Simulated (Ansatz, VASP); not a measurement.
**Two plane-wave programs on MnO**

INCAR

```
SYSTEM = MnO
  PREC = Accurate
  ENCUT = 520
  EDIFF = 1E-7
  ISMEAR = -1
  SIGMA = 0.05
  LREAL = .False.
  LASPH = .True.
  NELM = 150
  ALGO = Normal
  ISIF = 2
  LWAVE = .False.
  LCHARG = .False.
  ISPIN = 2
  MAGMOM = 4 0
  LORBIT = 11
  LMAXMIX = 4
  NBANDS = 20
```

Contents of KPOINTS:

```
regular mesh
0
Gamma
  7 7 7
  0 0 0
```

File POSCAR:

```
MnO
1.0
    2.9712935166     -1.7169813801      0.0000000000
    2.9712935166      1.7169813801      0.0000000000
   -1.9846287531      0.0000000000      2.8103092467
Mn O
1 1
Direct
    0.5001990000      0.5001990000      0.5006650000
    0.7498025000      0.7498025000      0.2493360000
```

KPOINTS_OPT

```
path XGY,LGZ,NGM,RG
10
line-mode
reciprocal
 0.0000000000  0.0000000000 -0.5000000000  X
 0.0000000000  0.0000000000  0.0000000000  G

 0.0000000000  0.0000000000  0.0000000000  G
 0.5000000000  0.0000000000  0.0000000000  Y

 0.5000000000  0.0000000000 -0.5000000000  L
 0.0000000000  0.0000000000  0.0000000000  G

 0.0000000000  0.0000000000  0.0000000000  G
-0.5000000000 -0.5000000000  0.5000000000  Z

-0.5000000000 -0.5000000000  0.0000000000  N
 0.0000000000  0.0000000000  0.0000000000  G

 0.0000000000  0.0000000000  0.0000000000  G
 0.0000000000 -0.5000000000  0.5000000000  M

 0.0000000000 -0.5000000000  0.0000000000  R
 0.0000000000  0.0000000000  0.0000000000  G
```

File input.yaml:

```yaml
crystal:
  lattice:
    - [2.9712935166, -1.7169813801, 0.0]
    - [2.9712935166, 1.7169813801, 0.0]
    - [-1.9846287531, 0.0, 2.8103092467]
  atoms:
    - { symbol: Mn, position: [0.500199, 0.500199, 0.500665], spin: 4.0 }
    - { symbol: O, position: [0.7498025, 0.7498025, 0.249336] }
hamiltonian:
  xc: lda
  pseudopotentials: { kind: paw }
magnetization:
  spin_polarized: true
kpoints:
  mp_grid: { grid: [7, 7, 7] }
  band_path:
    path:
      - [[0.0, 0.0, -0.5], [0.0, 0.0, 0.0], [0.5, 0.0, 0.0]]
      - [[0.5, 0.0, -0.5], [0.0, 0.0, 0.0], [-0.5, -0.5, 0.5]]
      - [[-0.5, -0.5, 0.0], [0.0, 0.0, 0.0], [0.0, -0.5, 0.5]]
      - [[0.0, -0.5, 0.0], [0.0, 0.0, 0.0]]
    npoints: 14
scf:
  occupations: { method: fermi_dirac, width: 0.05 }
  n_extra_bands: 6
output:
  forces: true
  stress: true
  eigenvalues: true
  fatbands: false
```

The cell comes from a database or a generator and needn't be the stable form of this composition.

Alike in both runs: task band structure; functional LDA; k mesh 7 × 7 × 7; occupations fermi-dirac, width 0.05 eV; collinear spin, ferromagnetic start.

|  | VASP | Ansatz |
| --- | --- | --- |
| version | VASP 6.6.1 | Ansatz 0.2.0 |
| potentials or method | VASP PAW LDA potentials, release 64 (Mn_pv, O) | Ansatz PAW |
| plane-wave cutoff (eV) | 520 | 420 |
| valence electrons in the cell | 19 | 21 |

```csv
,VASP,Ansatz,Ansatz less VASP
gap on the k mesh at the Fermi level (eV),none,none,-
pressure (GPa),-13.3,-12.9,+0.39
largest component of the traceless stress (GPa),0.15,0.14,-0.005
net moment per atom (μB),2.46,2.49,+0.024
size of the moment on the site where the two differ most (μB),4.35,3.97,-0.376
```

Site moments also hang on the region over which each program counts them. A gap of «none» marks a metal or a gap that the smearing closes. The two sets of potentials don't hold the same shells in valence.

Caveats: a cell with one magnetic atom can't hold antiferromagnetic order, which such compounds often take; semilocal functionals often make such compounds metallic where correlation or magnetic order opens a gap, which also shifts bond lengths; the pressure holds a Pulay correction of +0.6 GPa for the finite cutoff (Ansatz); the PAW data sets come from PBE, with cores solved anew for the run's functional, which leaves a small shift of forces and pressure (Ansatz).
